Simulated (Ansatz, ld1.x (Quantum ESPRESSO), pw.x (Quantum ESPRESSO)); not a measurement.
Re (Z = 75) (bcc): variants of one ultrasoft potential in the solid

- Element: rhenium
- Generator: ld1.x (Quantum ESPRESSO) 7.5
- Type: ultrasoft
- Functional: PBE
- Relativity: scalar-relativistic
- Frozen core: [Xe] 4f14
- Valence charge: 7
- Reference configuration: 5d5.5 6s1.5 6p0
- Partial waves: 6s (bound): rcut 2.55, rcutus 2.80 bohr; 6s channel at 0.2 Ry: rcut 2.55, rcutus 2.80 bohr; 6p (bound, empty): rcut 2.95, rcutus 4.05 bohr; 6p channel at 3.65 Ry: rcut 2.95, rcutus 4.05 bohr; 5d (bound): rcut 1.60, rcutus 2.20 bohr; 5d channel at 0.05 Ry: rcut 1.60, rcutus 2.20 bohr
- Local potential: all-electron potential smoothed inside 2.80 bohr (lloc = -1)
- Core correction: a·sin(br)/r model core inside 1.15 bohr
- Augmentation charge: built from norm-conserving waves at rcut, not smoothed further

Crystal test: bcc Re in pw.x 7.5, no spin, 15³ k-points, Fermi–Dirac smearing 0.01 Ry, cutoffs set for each file from its atomic test. The reference is all-electron LAPW (Ansatz 0.2.0) with the same functional, mesh and smearing; V0 and B0 come from Birch–Murnaghan fits to the pressures at five volumes. Errors are pseudo minus all-electron; Δ is the rms difference of the E(V) curves that follow from these fits, minima aligned, over ±6 % about the mean V0. Mesh and smearing are coarse, so the numbers serve the comparison and aren't converged zero-temperature values; the lattice is a test structure that the element need not adopt.

All-electron: a0 = 3.115 Å (V0 = 15.12 Å³/atom), B0 = 350.4 GPa.

Base: The largest radius (4.05 bohr) exceeds half the bond length (2.55 bohr), so the spheres overlap, which is one possible source of error among others. This is a poor potential for the solid. Note: ghost state, extra bound levels that the all-electron valence spectrum of the same l lacks: p at -2.75 eV. A true bound ghost makes a file unfit for plane-wave use. Atomic configuration tests: test run stopped at test 5 of 7 (negative rho).

2 further variants are left out: they gave no file fit for a test, a broken result, the same result as the base, or pressures whose basis-set error rivals the error shown.

A dash in a converged row means that the minimum lies outside the volumes sampled.

```tsv
change	cutoffs (Ry)	pw.x	a0 (Å)	a0 error (%)	B0 error (%)	Δ (meV/atom)	mean pressure error (GPa)
base	45/600	converged; bound ghost	–	–	–	–	+15.94
all radii but the core radius scaled by about 0.91 (s 2.54, p 3.68, d 2.00 bohr, rcut 2.32/2.68/1.46); local potential all-electron potential smoothed inside 2.54 bohr (lloc = -1)	50/600	converged; bound ghost	3.143	+0.89	-3.2	30.6	+9.65
all radii but the core radius scaled by about 1.06 (s 2.98, p 4.30, d 2.34 bohr, rcut 2.72/3.14/1.70); local potential all-electron potential smoothed inside 2.98 bohr (lloc = -1)	40/600	converged; bound ghost	–	–	–	–	+15.29
```

(1) Give the row for: all radii but the core radius scaled by about 1.19 (s 3.34, p 4.82, d 2.62 bohr, rcut 3.04/3.52/1.90); local potential all-electron potential smoothed inside 3.34 bohr (lloc = -1).

Answers

(1) pw.x: converged; bound ghost; mean pressure error (GPa): +14.55.
